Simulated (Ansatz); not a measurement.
**Mo (Fm-3m) under several functionals**

Plane-wave DFT in Ansatz with scalar-relativistic PAW potentials. The same structure was relaxed (cell and atoms, symmetry kept) in separate runs at each level. No spin polarisation.

Question: How do the levels PBE, PBEsol, r2SCAN compare?

Answer:
```tsv
level	cutoff (eV)	k mesh	V (Å³/atom)	a (Å)	B0 (GPa)
PBEsol	420	18×18×18	15.534	3.961	–
r2SCAN	500	18×18×18	15.846	3.987	–
PBE	420	18×18×18	16.025	4.002	239
```

The usual order of volumes, PBEsol < PBE, holds here (15.534, 16.025 Å³/atom). As a rule PBEsol, built on the gradient expansion of slowly varying densities, lies between LDA and PBE; PBE's stronger gradient term for exchange weakens bonds. r2SCAN lies 1.1 % under PBE in volume.

This fcc form isn't the element's structure at ambient conditions.